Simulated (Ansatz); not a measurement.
Nb:

```
Nb
1.0
    -0.04103    2.19338    2.10885
     2.04640    0.04981    2.01800
     2.12625    2.18239   -0.03004
Nb
1
Cartesian
  -0.0098 0.0653 0.0554
```

The cell isn't the ideal one: cell strained at random at fixed volume.

Below is the output of Ansatz 0.2.0 for this cell. Logs are shortened: lines on timing, memory, paths and dates and some standing lists are left out, and cuts for length are marked.

```text
Warning: RAYON_NUM_THREADS=1 ignored (pool sized by the plan → 1); use --threads N
Engine: ansatz 0.2.0, x86_64-unknown-linux-gnu
Pseudopotentials: kind: paw
Pseudopotential: Nb, paw, valence charge 13, recommended cutoff 420 eV (normal), Nb.paw.azcp
Functional definition: PBE
  parameter kappa = 0.804
  parameter beta = 0.06672455060314922
  exchange = pbe_x(kappa = kappa, mu = beta*pi^2/3)
  correlation = pbe_c(beta = beta)
Crystal: 1 atoms, lattice volume = 18.922 Å³
Basis set: ecut = 420 eV, 361 PW (Γ), exchange–correlation on 48×40×48 points (8 copies of the dense FFT grid, shifted against one another)
Bands: 11, of which v1, the nominal top of the filled ones, is band 7 counted from 1 (6 counted from 0)
Symmetry: 2 space group operations
Space group: P-1 (ITA 2), of the structure as read, at distance tolerance 2.7e-5 Å
k-points: 666 of 1331
Non-local potential: Nb, projectors of the file, l = 0: 3, l = 1: 2, l = 2: 2, l = 3: 1
PAW form: soft (Blöchl's): semilocal exchange-correlation on the pseudo side does not see the compensation charge
PAW one-centre angular grid: Nb, 590 points (default); XC on 64 Gauss nodes
Initial density: superposition of atomic densities (neutral atoms: chi_scale 0, normalization atom), corrected by the library's trained network
Initial wavefunctions: pseudopotential atomic-orbital guess
Functional: x = pbe(κ = 0.804, μ = 0.2195149727645171), c = pbe(β = 0.06672455060314922)
SCF iter   1: F=—  HF=-4551.986555 eV  |F-HF|=—  |Δ(HF+E_count)|=         —  Δρ=3.78e-3  dr2=1.59e-3  ethr=1.77e-3  ⟨swp⟩=5.1  Hψ=43271  notcnv=0
preconditioner: auto → none  [metal: Δε(μ)=0.003 eV  Ē_g=7.067 eV  σ=0.050 eV  W_gap=0.01  n_scr=4 (ndim 8)  ℏωp=19.1 eV  f_vac=0.000  D(μ)=1.65/eV (n_scr^D=14)  sad-step TF]
SCF iter   2: F=—  HF=-4551.986380 eV  |F-HF|=—  |Δ(HF+E_count)|=   1.76e-4  Δρ=2.11e-3  dr2=5.09e-4  ethr=1.22e-5  ⟨swp⟩=1.8  Hψ=13787  notcnv=0
SCF iter   3: F=—  HF=-4551.986351 eV  |F-HF|=—  |Δ(HF+E_count)|=   2.91e-5  Δρ=2.26e-4  dr2=4.06e-6  ethr=3.92e-6  ⟨swp⟩=2.3  Hψ=10706  notcnv=0
SCF iter   4: F=—  HF=-4551.986351 eV  |F-HF|=—  |Δ(HF+E_count)|=   1.51e-7  Δρ=4.97e-5  dr2=4.60e-7  ethr=3.13e-8  ⟨swp⟩=2.0  Hψ=11491  notcnv=0
iter 5 did not close the SCF: its close was put off for the readings that it lacked (scf_convergence_deferred on its scf_iter line)
SCF iter   5: F=-4551.986351 eV  HF=-4551.986351 eV  |F-HF|=3.05e-8  |Δ(HF+E_count)|=   1.09e-7  Δρ=1.71e-5  dr2=4.34e-8  ethr=3.54e-9  ⟨swp⟩=2.1  Hψ=10934  notcnv=0
SCF iter   6: F=-4551.986351 eV  HF=-4551.986351 eV  |F-HF|=1.07e-9  |Δ(HF+E_count)|=   1.40e-8  Δρ=3.68e-6  dr2=1.79e-9  ethr=3.34e-10  ⟨swp⟩=2.1  Hψ=23707  notcnv=0
SCF 1 converged in 6 iterations: F = -4551.986351 eV  dr2 = 1.79e-9
  greatest PAW one-centre occupation: 0.998 electrons in one spin orbital (limit 2), on the Nb atom at site 0 (counted from 0), in its partial waves of l = 0
SCF converged after 6 iterations
Free energy (F): -4551.986351 eV
Harris-Foulkes:  -4551.986351 eV  (|F-HF|=1.07e-9)
Internal energy: -4551.972816 eV  (E = F + TS)
E sigma→0 (E₀):  -4551.979583 eV
Entropy (-TS):   -0.013534 eV (-13.534 meV/atom)
Fermi energy:    17.117351 eV
--- Per-component energies (eV) ---
  E_band       = -80.171654
  E_kinetic    = 393.754767
  E_local      = -723.906901  (includes V_loc(G=0)·N_el)
  E_nonlocal   = 119.741543
  E_hartree    = 225.093814
  E_xc         = -175.156160
  E_vxc        = -212.421569  (∫ρ·V_xc dr)
  E_paw        = -3073.311642  (= ΣΔE_a)
  E_vpaw       = -107.528329  (= ΣTr[D̂ρ^β])
  E_aug_tail   = 0.000007  (compensation charges beyond the density's cutoff)
  E_ewald      = -1318.188245
  E_smearing   = -0.013534  (= −TS)
  E_closure    = 0.000000  (closes the sum)
  Σ components = -4551.986351   (vs F -4551.986351, Δ=0.00e0)
--- Forces (eV/Å), atoms counted from 1 ---
  atom   1  Nb     0.00000000     0.00000000     0.00000000
  max |Σ_I F_I| component: 0.00e0 eV/Å
--- Stress (GPa, compression-positive) ---
       -2.838609       0.451145      -1.862910
        0.451145       2.474381       1.009988
       -1.862910       1.009988      -6.239129
  P = ⅓ Tr σ = -2.2011 GPa (-22.011 kbar)
--- Band table (eV; the first three rows and the last of 666) ---
  k-point 0: bands = ["-37.6070", "-13.1045", "-13.0419", "-12.9117", "10.9724", "16.8542", "16.9363", "17.9458", "19.5909", "20.1404", "28.8896"]
  k-point 1: bands = ["-37.5935", "-13.1729", "-13.0740", "-12.9259", "11.2637", "16.7629", "16.9589", "18.0501", "19.5078", "20.0410", "29.4499"]
  k-point 2: bands = ["-37.5571", "-13.4087", "-13.1090", "-12.9575", "12.0337", "16.4248", "17.0924", "18.2683", "19.4968", "19.9536", "30.3347"]
  k-point 665: bands = ["-37.4342", "-14.1335", "-13.2154", "-13.0984", "13.6127", "16.5006", "17.5364", "17.9961", "21.5441", "22.3114", "26.9813"]
```

**Question.** Write the input and the command behind it.

**Answer.** Single point with PBE, no spin polarisation. The files as run (others can give the same):

input.yaml
```yaml
crystal:
  lattice:
    - [-0.041034, 2.193381, 2.108849]
    - [2.0464, 0.049814, 2.018]
    - [2.126253, 2.182385, -0.030039]
  atoms:
    - { symbol: Nb, position: [0.030077, -0.003973, -0.00022] }
hamiltonian:
  xc: pbe
  pseudopotentials: { kind: paw }
kpoints:
  mp_grid: { grid: [11, 11, 11] }
scf:
  occupations: { method: fermi_dirac, width: 0.05 }
output:
  forces: true
  stress: true
  eigenvalues: true
```

Potentials or basis: Ansatz PAW.
The run is started by
```sh
$ ansatz run input.yaml --threads 1 --pin off --max-ram 2560MiB --backend cpu --events-out ev --progress --plain --runs-dir out
```
